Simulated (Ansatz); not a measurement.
Crystal: Os.

```
Os
1.0
     2.73410    0.00000    0.00000
    -1.36705    2.36780    0.00000
     0.00000    0.00000    4.31970
Os
2
Direct
  0.66667 0.33333 0.75000
  0.33333 0.66667 0.25000
```

Base run:

| Item | Value |
| --- | --- |
| Program | Ansatz 0.2.0 |
| Functional | RPBE |
| Potentials or basis | Ansatz PAW |
| Cutoff | 420 eV (not typed: the program's choice for these potentials) |
| k mesh | 11 × 11 × 6 |
| Occupations | fermi-dirac, width 0.05 eV |
| Spin | no spin polarisation |

Its results: band gap on the k mesh none (metal or under the smearing width); pressure 12.9 GPa.

**Question.** The run is repeated on the same cell with these changes: functional from RPBE to revPBE. What comes out?

**Answer.** Band gap on the k mesh none (metal or under the smearing width); pressure 11.8 GPa.

Caveats: spin-orbit coupling is left out, which moves the levels of the heavy elements; the PAW data sets come from PBE, with cores solved anew for the run's functional, which leaves a small shift of forces and pressure.
